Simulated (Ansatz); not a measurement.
# CsH (Fm-3m): Grüneisen parameters

Aim: how the phonons of CsH (Fm-3m) shift with volume, and the thermal expansion that follows.

Calculated with Ansatz 0.2.0; DFT PBEsol, scalar-relativistic, plane waves, PAW; PAW set soft_1.

The database entry behind the starting cell differs from later determinations by our own check (0.1 to 0.3 % short, probably kX units), so it need not match the best structure at ambient conditions.

## Step 1: The structure

The structure is cubic, space group Fm-3m (No. 225). Conventional cell: a = 6.254 Å, b = 6.254 Å, c = 6.254 Å, α = 90.00°, β = 90.00°, γ = 90.00°. Nearest to Cs lie 6 H at 3.13 Å. Nearest to H lie 6 Cs at 3.13 Å. Farther neighbours are not listed.

## Step 2: Response at finite wavevector

The cell comes from relaxations at this level that are not shown. Stability and thermal properties need the whole zone. Linear response on a 4×4×4 q mesh gives force constants as far as a supercell of that size would, and the tensors from the zone-centre run are typed in so that the long-range dipole term is interpolated apart.

input.yaml reads:

```yaml
crystal:
  lattice:
    - [0.0, 3.126952603, 3.126952603]
    - [3.126952603, 0.0, 3.126952603]
    - [3.126952603, 3.126952603, 0.0]
  atoms:
    - { symbol: Cs, position: [0.0, 0.0, 0.0] }
    - { symbol: H, position: [0.5, 0.5, 0.5] }
kpoints:
  mp_grid: { grid: [8, 8, 8] }
hamiltonian:
  xc: pbesol
  pseudopotentials: { kind: paw, azcp: { folder: soft_1 }, xc_functional: pbe }
scf:
  occupations: { method: fixed }
output:
  eigenvalues: true
phonons:
  method: dfpt
  qmesh: [4, 4, 4]
  temperatures: { t_max: 1000, t_step: 50 }
  qpath:
    path:
      - [[0.0, 0.0, 0.0], [0.5, 0.0, 0.5], [0.625, 0.25, 0.625]]
      - [[0.375, 0.375, 0.75], [0.0, 0.0, 0.0], [0.5, 0.5, 0.5], [0.5, 0.25, 0.75], [0.5, 0.0, 0.5]]
    npoints: 10
  non_analytic_term:
    high_frequency_dielectric_tensor: [[3.2938, 0.0, 0.0], [0.0, 3.2938, 0.0], [0.0, 0.0, 3.2938]]
    born_effective_charges:
      - { species: Cs, tensor: [[1.133, 0.0, 0.0], [0.0, 1.133, 0.0], [0.0, 0.0, 1.133]] }
      - { species: H, tensor: [[-1.133, 0.0, 0.0], [0.0, -1.133, 0.0], [0.0, 0.0, -1.133]] }
    source: "zone-centre run at this cell"
```

Started as:

```bash
$ ansatz run input.yaml --threads 4 --pin off --max-ram 10240MiB --backend cpu --events-out ev --progress --plain --runs-dir out
```

Numbers of over 12 decimals in the logs are rounded to 6 here.

Log:

```text
Engine: ansatz 0.2.0, aarch64-unknown-linux-gnu
Pseudopotentials: kind: paw
Pseudopotential: Cs, paw, valence charge 9, recommended cutoff 420 eV (normal), soft_1/Cs.paw.azcp
Pseudopotential: H, paw, valence charge 1, recommended cutoff 420 eV (normal), soft_1/H.paw.azcp
Functional definition: PBEsol
  exchange = pbesol_x
  correlation = pbesol_c
Crystal: 2 atoms, lattice volume = 61.150 Å³
Basis set: ecut = 420 eV, 1243 PW (Γ), exchange–correlation on 60×60×60 points (8 copies of the dense FFT grid, shifted against one another)
Bands: 9, of which v1, the nominal top of the filled ones, is band 5 counted from 1 (4 counted from 0)
Symmetry: 48 space group operations
k-points: 29 of 512
Non-local potential: Cs, projectors of the file, l = 0: 3, l = 1: 2, l = 2: 2, l = 3: 2
Non-local potential: H, projectors of the file, l = 0: 2, l = 1: 1
PAW form: soft (Blöchl's): semilocal exchange-correlation on the pseudo side does not see the compensation charge
PAW frozen core: Cs, regenerated for the run's functional, and the local potential with it (the file was generated under x = pbe(κ = 0.804, μ = 0.219515), c = pbe(β = 0.066725))
PAW one-centre angular grid: Cs, 194 points (default); XC on 64 Gauss nodes
PAW one-centre angular grid: H, 110 points (default); XC on 64 Gauss nodes
Initial density: superposition of atomic densities (chi_scale 0.1, normalization cell, long waves kept (reshape's long-wave potential 0.00 eV rms))
Initial wavefunctions: pseudopotential atomic-orbital guess
Functional: x = pbesol(κ = 0.804, μ = 0.123457), c = pbesol(β = 0.046)
SCF iter   1: F=—  HF=-5602.447568 eV  |F-HF|=—  |Δ(HF+E_count)|=         —  Δρ=3.72e-2  dr2=1.45e0  ethr=3.10e-3  ⟨swp⟩=4.2  Hψ=1626  notcnv=0  defer=51
preconditioner: auto → none  [insulator: Δε(μ)=3.338 eV  Ē_g=11.239 eV  n_scr=14 (ndim 8)  ℏωp=13.4 eV  f_vac=0.001  ε∞_Penn≈2.4]
SCF iter   2: F=—  HF=-5601.919479 eV  |F-HF|=—  |Δ(HF+E_count)|=   5.28e-1  Δρ=7.43e-3  dr2=3.75e-2  ethr=3.10e-3  ⟨swp⟩=2.8  Hψ=644  notcnv=0  defer=52
SCF iter   3: F=—  HF=-5601.926762 eV  |F-HF|=—  |Δ(HF+E_count)|=   7.28e-3  Δρ=3.79e-3  dr2=5.70e-3  ethr=3.75e-4  ⟨swp⟩=2.0  Hψ=564  notcnv=0  defer=53
SCF iter   4: F=—  HF=-5601.931137 eV  |F-HF|=—  |Δ(HF+E_count)|=   4.37e-3  Δρ=1.72e-4  dr2=2.57e-5  ethr=5.70e-5  ⟨swp⟩=3.1  Hψ=424  notcnv=0  defer=53
SCF iter   5: F=—  HF=-5601.931187 eV  |F-HF|=—  |Δ(HF+E_count)|=   4.98e-5  Δρ=5.45e-5  dr2=8.68e-7  ethr=2.57e-7  ⟨swp⟩=2.0  Hψ=452  notcnv=0  defer=52
SCF iter   6: F=—  HF=-5601.931188 eV  |F-HF|=—  |Δ(HF+E_count)|=   1.09e-6  Δρ=9.46e-6  dr2=4.54e-8  ethr=8.68e-9  ⟨swp⟩=2.0  Hψ=377  notcnv=0  defer=23
SCF iter   7: F=—  HF=-5601.931188 eV  |F-HF|=—  |Δ(HF+E_count)|=   1.50e-8  Δρ=1.36e-6  dr2=8.03e-10  ethr=4.54e-10  ⟨swp⟩=2.2  Hψ=382  notcnv=0  defer=23
SCF iter   8: F=-5601.931188 eV  HF=-5601.931188 eV  |F-HF|=3.64e-12  |Δ(HF+E_count)|=  1.62e-10  Δρ=1.42e-7  dr2=7.21e-12  ethr=1.00e-12  ⟨swp⟩=7.7  Hψ=2108  notcnv=0
SCF 1 converged in 8 iterations: F = -5601.931188 eV  dr2 = 7.21e-12
  greatest PAW one-centre occupation: 0.928 electrons in one spin orbital (limit 2), on the Cs atom at site 0 (counted from 0), in its partial waves of l = 0
NSCF: frozen V_eff on 29 k-points
NSCF: frozen V_eff on 59 k-points
DFPT response loops at q = (0, 0, 0) (fractional): preconditioner auto → none (the input reference at scf.mixing.eps_inf says where Resta's filter doesn't serve); β = 0.50; Broyden in place of MSR1
NSCF: frozen V_eff on 576 k-points
DFPT response loops at q = (0, 0, 0.25) (fractional): mixed as the last ones told, above
NSCF: frozen V_eff on 300 k-points
DFPT response loops at q = (0, 0, -0.5) (fractional): preconditioner auto → Resta (q_TF=auto, 2.018 Å⁻¹)  ε∞=5.4 (no band partly filled); β = 1.00, the filter's whole step (`scf.mixing.beta` (0.50) is not read by the response loops at its default; to damp them type it under 1.00, their step now; it binds the ground state too); Broyden in place of MSR1
NSCF: frozen V_eff on 328 k-points
DFPT response loops at q = (0, 0.25, 0.25) (fractional): preconditioner auto → none (the input reference at scf.mixing.eps_inf says where Resta's filter doesn't serve); β = 0.50; Broyden in place of MSR1
NSCF: frozen V_eff on 1024 k-points
DFPT response loops at q = (0, 0.25, -0.5) (fractional): preconditioner auto → Resta (q_TF=auto, 2.018 Å⁻¹)  ε∞=5.4 (no band partly filled); β = 1.00, the filter's whole step (`scf.mixing.beta` (0.50) is not read by the response loops at its default; to damp them type it under 1.00, their step now; it binds the ground state too); Broyden in place of MSR1
NSCF: frozen V_eff on 576 k-points
DFPT response loops at q = (0, 0.25, -0.25) (fractional): preconditioner auto → none (the input reference at scf.mixing.eps_inf says where Resta's filter doesn't serve); β = 0.50; Broyden in place of MSR1
NSCF: frozen V_eff on 190 k-points
DFPT response loops at q = (0, -0.5, -0.5) (fractional): preconditioner auto → Resta (q_TF=auto, 2.018 Å⁻¹)  ε∞=5.4 (no band partly filled); β = 1.00, the filter's whole step (`scf.mixing.beta` (0.50) is not read by the response loops at its default; to damp them type it under 1.00, their step now; it binds the ground state too); Broyden in place of MSR1
NSCF: frozen V_eff on 328 k-points
DFPT response loops at q = (0.25, -0.5, -0.25) (fractional): mixed as the last ones told, above
SCF converged after 8 iterations
Free energy (F): -5601.931188 eV
Harris-Foulkes:  -5601.931188 eV  (|F-HF|=3.64e-12)
Internal energy: -5601.931188 eV  (E = F + TS)
E sigma→0 (E₀):  -5601.931188 eV
Fermi energy:    3.731129 eV
--- Per-component energies (eV) ---
  E_band       = -56.466861
  E_kinetic    = 156.891561
  E_local      = -246.745141  (includes V_loc(G=0)·N_el)
  E_nonlocal   = 24.296855
  E_hartree    = 83.428963
  E_xc         = -186.890170
  E_vxc        = -148.961991  (∫ρ·V_xc dr)
  E_paw        = -4977.651255  (= ΣΔE_a)
  E_vpaw       = -8.805214  (= ΣTr[D̂ρ^β])
  E_aug_tail   = -0.000824  (compensation charges beyond the density's cutoff)
  E_ewald      = -455.405341
  E_core_change = 0.144164  (= ΣΔE_core)
  E_smearing   = -0.000000  (= −TS)
  E_closure    = 0.000000  (closes the sum)
  Σ components = -5601.931188   (vs F -5601.931188, Δ=0.00e0)
--- Band table (eV; the first three rows and the last of 29) ---
  k-point 0: bands = ["-17.7451", "-4.1150", "-4.1150", "-4.1150", "1.8259", "8.8576", "8.8576", "8.8576", "9.7468"]
  k-point 1: bands = ["-17.7308", "-4.2868", "-4.1315", "-4.1315", "2.0941", "8.3269", "8.9732", "8.9732", "9.4873"]
  k-point 2: bands = ["-17.6961", "-4.6595", "-4.1708", "-4.1708", "2.7256", "7.2112", "8.8819", "8.8819", "9.6000"]
  k-point 28: bands = ["-17.6142", "-4.7137", "-4.7137", "-4.4953", "2.8815", "7.8256", "7.8256", "8.8437", "12.2806"]
--- Phonons (Γ-DFPT): 2 representative perturbations + reference (Σ response iterations 7) ---
  ASR residual: 7.829e-5 → 0.000e0 eV/Å²; symmetrization residual: 2.512e-7 eV/Å²
  ASR residual per site (eV/Å²): 7.83e-5 1.72e-5
  Γ frequencies (cm⁻¹): 0.00 0.00 0.00 401.38 401.38 401.38
--- Phonons (arbitrary-q DFPT): 8 irreducible q on the 4×4×4 mesh ---
  q = [0.0000, 0.0000, 0.0000] (star 1, of the zone-centre solve; hermiticity 8.48e-7, symmetrization 3.58e-12): 0.00 0.00 0.00 401.38 401.38 401.38
  q = [0.0000, 0.0000, 0.2500] (star 8, 2 solved perturbations on 288 of 512 k-point pairs; hermiticity 6.22e-7, symmetrization 4.74e-13): 29.94 29.94 45.47 458.15 458.15 693.88
  q = [0.0000, 0.0000, -0.5000] (star 4, 2 solved perturbations on 150 of 512 k-point pairs; hermiticity 1.15e-13, symmetrization 6.68e-13): 38.31 38.31 64.51 504.90 504.90 698.25
  q = [0.0000, 0.2500, 0.2500] (star 6, 4 solved perturbations in 528 linear systems a pass and spin channel, the states on 164 of 512 k-point pairs; hermiticity 2.89e-7, symmetrization 2.49e-13): 26.24 26.24 54.94 424.00 424.00 636.45
  q = [0.0000, 0.2500, -0.5000] (star 24, 4 solved perturbations in 1600 linear systems a pass and spin channel, the states on 512 of 512 k-point pairs; hermiticity 1.79e-7, symmetrization 6.31e-13): 37.77 46.36 58.62 468.99 487.25 598.63
  q = [0.0000, 0.2500, -0.2500] (star 12, 4 solved perturbations in 904 linear systems a pass and spin channel, the states on 288 of 512 k-point pairs; hermiticity 3.79e-7, symmetrization 1.08e-13): 38.29 42.56 57.46 455.03 498.93 652.78
  q = [0.0000, -0.5000, -0.5000] (star 3, 4 solved perturbations in 308 linear systems a pass and spin channel, the states on 95 of 512 k-point pairs; hermiticity 1.62e-7, symmetrization 4.61e-13): 33.89 33.89 61.13 427.23 427.23 488.20
  q = [0.2500, -0.5000, -0.2500] (star 6, 4 solved perturbations in 502 linear systems a pass and spin channel, the states on 164 of 512 k-point pairs; hermiticity 2.78e-7, symmetrization 2.75e-13): 45.93 51.45 51.45 467.79 467.79 555.12
  sum rule: each row above includes the acoustic sum rule's correction from the zone centre's row sums; it moved no ω² by more than (2.15 cm⁻¹)²
  mesh force constants: q→R imaginary residual 3.37e-18; ASR residual 7.829e-5 → 0.000e0 eV/Å²; symmetrization residual 1.332e-15 eV/Å²
  interpolated dispersion: 63 rows × 6 modes
  density of states and harmonic sums: on the 20×20×20 q-mesh, interpolated from the force constants of a 4×4×4 supercell (with the dipole–dipole term of supplied tensors)
  largest difference from the sums on the solved wave vectors: F 1.47e-2 eV, S 1.88e-5 and C_V 3.98e-6 eV/K
  zero-point energy: 0.104756 eV/cell   skipped modes (ω ≤ 0): 3   left out of the sums: 6.25e-5 of the cell's modes: C_V's classical limit lies that fraction below 3 k_B per atom; for a crystal, a wire or a layer, F and S can be off by more, and a phonons.interpolated_qmesh denser along its periods is the remedy for the sampling
```

Wall time 57 s (4 threads of Arm Neoverse V1, shared host); peak memory 0.95 GiB; 3.7 min of CPU time.

The column dr2 measures how far the density is from self-consistency, as an energy; F and HF (Harris–Foulkes) agree once it is small.

This step gave:

```
gap on the k-mesh                                          : 2.065 eV
volume per atom                                            : 30.57 Å³
sum-rule residual before enforcement                       : 7.83e-5 eV/Å²
lowest frequency on the path                               : 0 cm⁻¹
point group                                                : m-3m
highest frequency on the path or at a solved wavevector    : 698.3 cm⁻¹
mean frequency                                             : 281.6 cm⁻¹
Debye temperature (second moment)                          : 693 K
logarithmic mean frequency                                 : 147.8 cm⁻¹
highest optical mode at the zone centre (no LO-TO term)    : 401.4 cm⁻¹
lowest optical zone-centre mode                            : 401.4 cm⁻¹
lowest mode on the q mesh (acoustic modes at Γ apart)      : 26.24 cm⁻¹
zero-point energy per atom                                 : 52.38 meV
heat capacity at 300 K                                     : 20.06 J/(mol atoms K)
vibrational entropy at 300 K                               : 36.37 J/(mol atoms K)
edges of the widest gap between branches, on path and mesh : 64.5, 401.4 cm⁻¹
```

Frequencies (cm⁻¹) solved at each irreducible wavevector; negative means imaginary. Frequencies by wavevector, by row:

```
q in reciprocal lattice units  star  mode 1  mode 2  mode 3  mode 4  mode 5  mode 6
                        0 0 0     1       0       0       0   401.4   401.4   401.4
                     0 0 0.25     8    29.9    29.9    45.5   458.1   458.1   693.9
                     0 0 -0.5     4    38.3    38.3    64.5   504.9   504.9   698.2
                  0 0.25 0.25     6    26.2    26.2    54.9     424     424   636.5
                  0 0.25 -0.5    24    37.8    46.4    58.6     469   487.2   598.6
                 0 0.25 -0.25    12    38.3    42.6    57.5     455   498.9   652.8
                  0 -0.5 -0.5     3    33.9    33.9    61.1   427.2   427.2   488.2
              0.25 -0.5 -0.25     6    45.9    51.5    51.5   467.8   467.8   555.1
```

Symmetry leaves 8 wavevectors to solve. The lowest mode among them, the acoustic zeros apart, lies at q = (0, 0.25, 0.25) and is real, 26.2 cm⁻¹.

## Step 3: Relaxing at another volume, volume ratio 0.97

The volume is scaled by 0.97 and held; symmetry leaves nothing to relax, so this is a single point. The modes can then be followed against volume.

input.yaml, the sections that differ from step 2:

```yaml
crystal:
  lattice:
    - [0.0, 3.0953650636, 3.0953650636]
    - [3.0953650636, 0.0, 3.0953650636]
    - [3.0953650636, 3.0953650636, 0.0]
  atoms:
    - { symbol: Cs, position: [0.0, 0.0, 0.0] }
    - { symbol: H, position: [0.5, 0.5, 0.5] }
output:
  forces: true
  stress: true
  eigenvalues: true
# kpoints, hamiltonian, scf: as in step 2
# phonons: removed
```

Log:

```text
[...]
Crystal: 2 atoms, lattice volume = 59.315 Å³
Basis set: ecut = 420 eV, 1211 PW (Γ), exchange–correlation on 60×60×60 points (8 copies of the dense FFT grid, shifted against one another)
Bands: 9, of which v1, the nominal top of the filled ones, is band 5 counted from 1 (4 counted from 0)
Symmetry: 48 space group operations
[...]
k-points: 29 of 512
[...]
Free energy (F): -5601.929362 eV
[...]
Internal energy: -5601.929362 eV  (E = F + TS)
E sigma→0 (E₀):  -5601.929362 eV
Fermi energy:    3.994599 eV
[...]
--- Stress (GPa, compression-positive) ---
        0.325526      -0.000000       0.000000
        0.000000       0.325526      -0.000000
        0.000000      -0.000000       0.325526
  P = ⅓ Tr σ = 0.3255 GPa (3.255 kbar)
--- Band table (eV; the first three rows and the last of 29) ---
[...]
[key lines of the parts left out:]
SCF converged after 6 iterations
```

It took 0.55 s on 4 threads; peak memory 0.31 GiB; 1.4 s of CPU time.

This step gave:

```
pressure           : 0.3255 GPa
gap on the k-mesh  : 2.017 eV
volume per atom    : 29.66 Å³
direct gap on mesh : 2.017 eV
```

At this level the gap is 2.02 eV on the k-mesh of the self-consistent run, which can miss the band edges.

(Continued in part 2 of 2.)

[Logs are printed without paths, hosts, clocks, repeated set-up lines and the standing remarks that a program may print on its own settings, such as how far it seeks lower states.]

[Hosts, paths, dates, database ids (printed as entryN), source tags and the programs' standing remarks are cut or masked in the printed files.]
